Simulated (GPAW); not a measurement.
Here is a GPAW 26.7.0 calculation.

run.py

```python
from ase.dft.bandgap import bandgap
from ase.io import read, write
from ase.units import Bohr, GPa
from gpaw import GPAW, PW
from gpaw.elf import elf_from_dft_calculation

atoms = read('Au.cif')
atoms.set_initial_magnetic_moments([0.5])

calc = GPAW(mode=PW(600),
            xc='LDA',
            kpts={'size': (11, 11, 11), 'gamma': True},
            occupations={'name': 'fermi-dirac', 'width': 0.05},
            nbands=14,
            convergence={'density': 1e-05, 'energy': 1e-05},
            symmetry={'time_reversal': False},
            maxiter=50,
            txt='gpaw.txt')
atoms.calc = calc
energy = atoms.get_potential_energy()
forces = atoms.get_forces()
stress = atoms.get_stress()
calc.write('gs.gpw')
write('result.traj', atoms)
print(f'Energy: {energy:.6f} eV')
print('Forces (eV/A):')
print(forces.round(4))
print('Stress (GPa):', (stress / GPa).round(3))
print('Moments:', calc.get_magnetic_moments().round(3))
print('Fermi level:', round(calc.get_fermi_level(), 4), 'eV')
print(f'Gap: {bandgap(calc)[0]:.4f} eV, direct: {bandgap(calc, direct=True)[0]:.4f} eV')

# fields on the real-space grid
write('density.cube', atoms, data=calc.get_pseudo_density() * Bohr**3)
write('potential.cube', atoms, data=calc.get_electrostatic_potential())
write('spin.cube', atoms, data=(calc.get_pseudo_density(spin=0) - calc.get_pseudo_density(spin=1)) * Bohr**3)
write('elf.cube', atoms, data=elf_from_dft_calculation(calc).data)
```

Contents of Au.cif:

```cif
data_Au
_cell_length_a 2.79903731
_cell_length_b 2.79903731
_cell_length_c 2.79903731
_cell_angle_alpha 60.00000000
_cell_angle_beta 60.00000000
_cell_angle_gamma 60.00000000
_space_group_name_H-M_alt 'P1'
_space_group_name_Hall 'P 1'
_space_group_IT_number 1
loop_
_space_group_symop_operation_xyz
'x,y,z'
loop_
_atom_site_label
_atom_site_type_symbol
_atom_site_symmetry_multiplicity
_atom_site_Wyckoff_symbol
_atom_site_fract_x
_atom_site_fract_y
_atom_site_fract_z
_atom_site_occupancy
Au1 Au 1 a 0.0000000000 0.0000000000 0.0000000000 1
```

Potentials or basis: the program's PAW data sets (release 1.2.1) made for this functional, pw.

Command:

```bash
$ OMP_NUM_THREADS=1 python run.py
```

**Question.** What does it give for the net moment?

**Answer.** 0.00 μB per cell.

**Question.** Estimate the band gap on the k mesh.

**Answer.** None (metal or under the smearing width).

**Question.** Estimate the pressure.

**Answer.** 20.9 GPa.

Caveat: with this Au data set, volumes or pressures lay over 1.5 % or 2 GPa off other programs in two to four cells of ten. Spin-orbit coupling is left out, which matters for the levels of Au.
